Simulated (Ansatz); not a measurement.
Runs of Ansatz 0.2.0 on FeO. It takes space group Fm-3m (No. 225, cubic). The conventional cell has a = 4.311 Å, b = 4.311 Å, c = 4.311 Å, α = 90.00°, β = 90.00°, γ = 90.00°. Fe (site symmetry m-3m) is surrounded by 6 O at 2.16 Å. O (site symmetry m-3m) has 6 Fe at 2.16 Å as nearest neighbours. 

```csv
level,gap on the mesh (eV),pressure (GPa),moment (μB)
PBEsol,none,(a),4.01
LDA,none,-15.4,4.00
BLYP,none,(b),4.00
revPBE,none,4.1,4.01
RPBE,none,5.6,4.01
```

Alike in all rows: task band structure; potentials or basis Ansatz PAW; spin collinear, ferromagnetic start; cell as given; k mesh 6 × 6 × 6; cutoff (eV) 420; smearing fermi-dirac 0.05 eV; the mesh is coarse, so values aren't converged.

Task: Fill in the values left out.

Result: (a) -8.2; (b) 7.0.

Caveats: all runs use coarse meshes; a cell with one magnetic atom can't hold antiferromagnetic order, which such compounds often take; semilocal functionals often make such compounds metallic where correlation or magnetic order opens a gap, which also shifts bond lengths; the PAW data sets come from PBE, with cores solved anew for the run's functional, which leaves a small shift of forces and pressure.

A gap of «none» marks a metal or a gap under the smearing width.

Runs at the PBE level aren't shown here.
